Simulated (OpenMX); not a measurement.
RbCl:

```xyz
2
Lattice="0.0000 3.2740 3.2740 3.2740 0.0000 3.2740 3.2740 3.2740 0.0000" Properties=species:S:1:pos:R:3 pbc="T T T"
Rb    0.0000    0.0000    0.0000
Cl    3.2740    3.2740    3.2740
```

| Property | Result |
| --- | --- |
| Program | OpenMX 3.8.5 |
| Task | single point |
| Functional | PBE |
| Potentials or basis | OpenMX 2013 PBE set, Rb11.0-s3p2d2, Cl7.0-s2p2d1f1, grid cutoff 260 Ry |
| k mesh | 7 × 7 × 7 |
| Occupations | fermi-dirac, width 0.05 eV |
| Spin | no spin polarisation |

On this cell: pressure 1.2 GPa; largest force zero by symmetry; band gap on the k mesh 5.18 eV, direct.

The same run follows on a disturbed copy (atoms moved at random, drawn with an rms of 0.05 Å):

```
Rb Cl
1.0
     0.00000    3.27400    3.27400
     3.27400    0.00000    3.27400
     3.27400    3.27400    0.00000
Rb Cl
1 1
Cartesian
  0.0263 -0.0189 -0.0320
  3.2846 3.2465 3.2184
```

**Question.** What does the disturbed cell give?

**Answer.** The energy moves by +0.3 meV/atom; pressure 1.2 GPa; largest force 0.042 eV/Å; band gap on the k mesh 5.18 eV, direct.

Forces on the atoms (eV/Å):
```
Rb  -0.022 -0.009 -0.035
Cl   0.022  0.012  0.034
```

Caveats: an odd mesh through Γ misses points on the zone boundary, where band edges often lie; the basis of atomic orbitals isn't converged, which shifts pressures, moduli and gaps.
